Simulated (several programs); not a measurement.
BaTiO3 (started from an entry of an open crystallographic database), relaxed with r2SCAN in Ansatz, was computed with several methods. The symmetry is P4mm (No. 99, tetragonal); a = 3.972 Å, c = 4.112 Å in the conventional setting, 12.98 Å³ an atom. Ba has 12 O at 2.79–2.92 Å; Ti has 6 O at 1.82–2.29 Å; O has 2 Ti at 1.82–2.29 Å and 4 Ba at 2.81 Å; O has 2 Ti at 1.99 Å and 4 Ba at 2.79–2.92 Å. No spin polarisation and no zero-point or thermal motion.

```yaml
crystal:
  lattice:
    - [3.97237, 0.00000, 0.00000]
    - [0.00000, 3.97237, 0.00000]
    - [0.00000, 0.00000, 4.11223]
  atoms:
    - { symbol: Ba, position: [0.00000, 0.00000, 0.99564] }
    - { symbol: Ti, position: [0.50000, 0.50000, 0.47753] }
    - { symbol: O, position: [0.50000, 0.50000, 0.03455] }
    - { symbol: O, position: [0.50000, 0.00000, 0.51764] }
    - { symbol: O, position: [0.00000, 0.50000, 0.51764] }
```

Gaps and times are for a single point on this cell; volume and bulk modulus come from each method's own relaxation or energy curve at fixed shape, which is too stiff where a cell has free coordinates or axes. Times are rough, from shared hosts (AMD EPYC 7R13 Processor; Arm Neoverse N1; Arm Neoverse V1), and each method has its own mesh and cell size. A double dagger marks a value from a curve with shape and coordinates held. A star marks a curve whose lowest point is an end point. PM6 (MOPAC), PM7 (MOPAC) treat a cluster of cells at its zone centre, which samples few k points: where these miss a band edge, the gap comes out too large for that reason alone. Gaps from k meshes are read at a limited set of points (mesh, symmetry points, PBE's band edges), so each method's own least gap may be somewhat smaller. xTB and the PM methods were fitted mostly to molecules, and can miss a solid's gap by electronvolts. Minimal bases can be far off for gaps. Times of the plane-wave ladder aren't listed, since it ran on unlike processors and cards. GLLB-SC's gap includes the derivative discontinuity. d marks a direct gap, i an indirect one (no mark: not told apart), a dash a value that wasn't computed or didn't pass its checks.

| method | kind | gap (eV) | own volume (Å³/atom) | bulk modulus (GPa) | atoms computed | processor time |
| --- | --- | --- | --- | --- | --- | --- |
| PBEsol | semilocal | – | 12.66 | – | 5 | – |
| light PBE (260 eV and a coarse mesh) | light plane-wave | 1.68 i | – | – | 5 | 1.2 s |
| LDA | semilocal | 1.78 i | 12.26 | – | 5 | – |
| PM7 (MOPAC) | semi-empirical | 2.49 | 13.80‡ | 264‡ | cluster | 8.9 s |
| PBE | semilocal | 1.87 i | 13.34 | 155‡ | 5 | – |
| PBE/SZV (CP2K) | small basis | 1.25 i | 14.13*‡ | 146*‡ | 5 | 14 s |
| r2SCAN | semilocal | 2.23 i | 12.98 | 175‡ | 5 | – |
| GLLB-SC (GPAW) | model potential | 3.75 | – | – | 5 | 23 s |
| PBE+SOC | semilocal | 1.87 i | – | – | 5 | – |
| PBE/DZVP (CP2K) | small basis | 1.74 i | 13.38‡ | 158‡ | 5 | 42 s |
| PM6 (MOPAC) | semi-empirical | 3.02 | – | – | cluster | 95 s |
| r2SCANh | hybrid | 3.05 i | – | – | 5 | – |
| HSE06 | hybrid | 3.31 i | – | – | 5 | – |
| DDH-PBE0 | hybrid | 3.30 i | – | – | 5 | – |
| PBE0 | hybrid | 4.06 i | – | – | 5 | – |

Q: How far from the measured values lie the methods that can be set against them?

A:
- Volume, measured 12.87 Å³ an atom: PBEsol -1.7 %, LDA -4.8 %, PBE +3.7 %, r2SCAN +0.8 %.
The calculations are for a static lattice; samples hold vibrations, temperature and, in optical gaps, excitons. A measured value is shown where most reports agree with it, and only for the quantities listed. Sources: 12.87 Å³ an atom (from the lattice constants; a of tetragonal phase; 300 K; “Giant and reversible extrinsic magnetocaloric effects in La0.7Ca0.3MnO3 films due to strain”; Twinned BaTiO3 substrate measured beneath an LSMO film; room temperature, close to the orthorhombic-tetragonal transition; 2012; arxiv:1209.6516).

Only the rows marked +SOC include spin-orbit coupling.
